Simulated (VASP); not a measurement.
Write the native input for VASP 6.6.1 that does the following.

```yaml
Task: single point
Functional: PBE0
Potentials_or_basis: VASP PAW PBE potentials, release 64 (Na_pv, Cl)
Cutoff: 520 eV
k_mesh: 6 × 6 × 6
Occupations: gaussian, width 0.02 eV
Spin: no spin polarisation
Grid_for_exact_exchange_PRECFOCK: Fast
Exchange_at_q_=_0: default
Further_INCAR_settings: ALGO = Normal; EDIFF = 1e-07; NBANDS = 14
```

Crystal: NaCl.

```
Na Cl
1.0
     0.00000    2.80362    2.80362
     2.80362    0.00000    2.80362
     2.80362    2.80362    0.00000
Na Cl
1 1
Direct
  0.00000 0.00000 0.00000
  0.50000 0.50000 0.50000
```

One way to write it, as run:

POSCAR

```
NaCl
1.0
    0.0000000000      2.8036200000      2.8036200000
    2.8036200000      0.0000000000      2.8036200000
    2.8036200000      2.8036200000      0.0000000000
Na Cl
1 1
Direct
    0.0000000000      0.0000000000      0.0000000000
    0.5000000000      0.5000000000      0.5000000000
```

INCAR.step1

```
SYSTEM = NaCl
  ALGO = Normal
  EDIFF = 1E-5
  ENCUT = 520
  GGA = PE
  ISIF = 2
  ISMEAR = 0
  LASPH = .TRUE.
  LCHARG = .FALSE.
  LREAL = .FALSE.
  LWAVE = .TRUE.
  NBANDS = 14
  NELM = 80
  PREC = Accurate
  SIGMA = 0.02
```

INCAR.step2

```
SYSTEM = NaCl
  AEXX = 0.25
  ALGO = Normal
  EDIFF = 1E-7
  ENCUT = 520
  GGA = PE
  ISIF = 2
  ISMEAR = 0
  ISTART = 1
  LASPH = .TRUE.
  LCHARG = .FALSE.
  LHFCALC = .TRUE.
  LREAL = .FALSE.
  LWAVE = .FALSE.
  NBANDS = 14
  NELM = 80
  PREC = Accurate
  PRECFOCK = Fast
  SIGMA = 0.02
```

KPOINTS

```
k-points
0
G
  6 6 6
  0 0 0
```

Potentials or basis: VASP PAW PBE potentials, release 64 (Na_pv, Cl).

Command:

```sh
$ cat potpaw_PBE.64/Na_pv/POTCAR potpaw_PBE.64/Cl/POTCAR > POTCAR
$ cp INCAR.step1 INCAR
$ mpirun -np 1 vasp_std > vasp.out
$ cp INCAR.step2 INCAR
$ mpirun -np 1 vasp_std > vasp.out
```

Results of the run:

```
Pressure               : 0.6 GPa
Band gap on the k mesh : 7.28 eV, direct
```

Caveat: the PAW data sets were made with another functional, which shifts forces and pressure a little.

It took 7.7 min on 1 thread of Intel(R) Xeon(R) Platinum 8559C (Emerald Rapids), on a shared host, peak memory 0.18 GiB.
